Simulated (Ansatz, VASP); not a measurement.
**Sb: VASP beside Ansatz**

INCAR

```
SYSTEM = Sb
ALGO     = Normal         ! electronic algorithm
EDIFF    = 1E-8           ! SCF threshold, eV
ENCUT    = 520            ! plane-wave cutoff, eV
GGA      = PE             ! functional
ISIF     = 2              ! what is computed and relaxed
ISMEAR   = -1             ! smearing method
LASPH    = .TRUE.         ! aspherical terms in the spheres
LCHARG   = .FALSE.        ! write CHGCAR
LEFG     = .TRUE.       
LREAL    = .FALSE.        ! projectors in reciprocal space
LWAVE    = .FALSE.        ! write WAVECAR
NBANDS   = 8              ! bands
NELM     = 100            ! most SCF steps
PREC     = Accurate       ! precision mode
SIGMA    = 0.05           ! smearing width, eV
```

Contents of KPOINTS:

```
k-points
0
G
  12 12 12
  0 0 0
```

Contents of POSCAR:

```
Sb
1.0
   -0.0691500000      2.2704250000      2.2704250000
    2.2704250000     -0.0691500000      2.2704250000
    2.2704250000      2.2704250000     -0.0691500000
Sb
1
Direct
    0.0000000000      0.0000000000      0.0000000000
```

Input for Ansatz:

```yaml
crystal:
  lattice:
    - [-0.06915, 2.270425, 2.270425]
    - [2.270425, -0.06915, 2.270425]
    - [2.270425, 2.270425, -0.06915]
  atoms:
    - { symbol: Sb, position: [0.0, 0.0, 0.0] }
kpoints:
  mp_grid: { grid: [12, 12, 12] }
scf:
  occupations: { method: fermi_dirac, width: 0.05 }
hamiltonian:
  xc: pbe
  pseudopotentials: { kind: all_electron, datasets: crystal }
output:
  forces: true
  stress: true
  eigenvalues: true
  efg: { contact_densities: true }
```

Change from the starting cell: equal xy, yz and zx shear strains of -3 %, crystal datasets.

Alike in both runs: task electric field gradients; functional PBE; k mesh 12 × 12 × 12; occupations fermi-dirac, width 0.05 eV; no spin polarisation.

|  | VASP | Ansatz |
| --- | --- | --- |
| version | VASP 6.6.1 | Ansatz 0.2.0 |
| potentials or method | VASP PAW PBE potentials, release 64 (Sb) | all-electron PAW with datasets made for the crystal, scalar-relativistic |
| plane-wave cutoff (eV) | 520 | see its input |

Ansatz gave:

```
pressure (GPa)                                                 : 9.3
largest component of the traceless stress (GPa)                : 0.40
Vzz of the field gradient on the site that differs most (V/Å²) : 6.2
```

Which values does VASP return?

Pressure (GPa): 9.2; largest component of the traceless stress (GPa): 0.41; Vzz of the field gradient on the site that differs most (V/Å²): 5.3.

Ansatz ran all-electron here, so the differences hold the error of VASP's frozen core and of both bases. Ansatz warned: «gradients_without_spin_orbit».

Spin-orbit coupling is left out, which matters for the levels of Sb.
